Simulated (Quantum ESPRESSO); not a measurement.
**Cu: band structure with PBEsol**

Cu:

```
Cu
1.0
     0.00000    1.80750    1.80750
     1.80750    0.00000    1.80750
     1.80750    1.80750    0.00000
Cu
1
Direct
  0.00000 0.00000 0.00000
```

```yaml
Program: Quantum ESPRESSO 7.5
Task: band structure
Functional: PBEsol
Potentials_or_basis: GBRV 1.5 PBEsol
Cutoff: 762 eV
Density_cutoff: 6095 eV
k_mesh: 13 × 13 × 13
Occupations: fermi-dirac, width 0.05 eV
Spin: no spin polarisation
Mixing_beta: 0.5
Most_SCF_iterations: 120
SCF_threshold: 2e-10 Ry
```

```json
{
 "Pressure": "-6.6 GPa",
 "Band gap on the k mesh": "none (metal or under the smearing width)"
}
```

Levels at the corners of the path, in eV from the Fermi level:
```csv
point,band 5,band 6,band 7,band 8,band 9,band 10,band 11,band 12,band 13,band 14
Γ,-9.63,-3.17,-3.17,-3.17,-2.33,-2.33,22.39,24.99,24.99,24.99
X,-5.06,-4.58,-1.77,-1.60,-1.60,1.23,6.94,12.80,12.80,17.47
W,-4.31,-3.69,-3.69,-2.38,-1.60,5.99,5.99,8.14,8.54,28.02
K,-4.47,-4.23,-2.92,-2.20,-1.80,4.11,5.52,7.64,14.90,19.11
Γ,-9.63,-3.17,-3.17,-3.17,-2.33,-2.33,22.39,24.99,24.99,24.99
L,-5.27,-3.20,-3.20,-1.75,-1.75,-1.26,3.58,20.88,21.79,21.79
U,-4.47,-4.23,-2.92,-2.20,-1.80,4.11,5.52,7.64,14.90,19.11
W,-4.31,-3.69,-3.69,-2.38,-1.60,5.99,5.99,8.14,8.54,28.02
L,-5.27,-3.20,-3.20,-1.75,-1.75,-1.26,3.58,20.88,21.79,21.79
K,-4.47,-4.23,-2.92,-2.20,-1.80,4.11,5.52,7.64,14.90,19.11
U,-4.47,-4.23,-2.92,-2.20,-1.80,4.11,5.52,7.64,14.90,19.11
X,-5.06,-4.58,-1.77,-1.60,-1.60,1.23,6.94,12.80,12.80,17.47
```

Wall time 14 s on 2 MPI ranks on Arm Neoverse V2, with other jobs on the host, peak memory 0.18 GiB a rank.
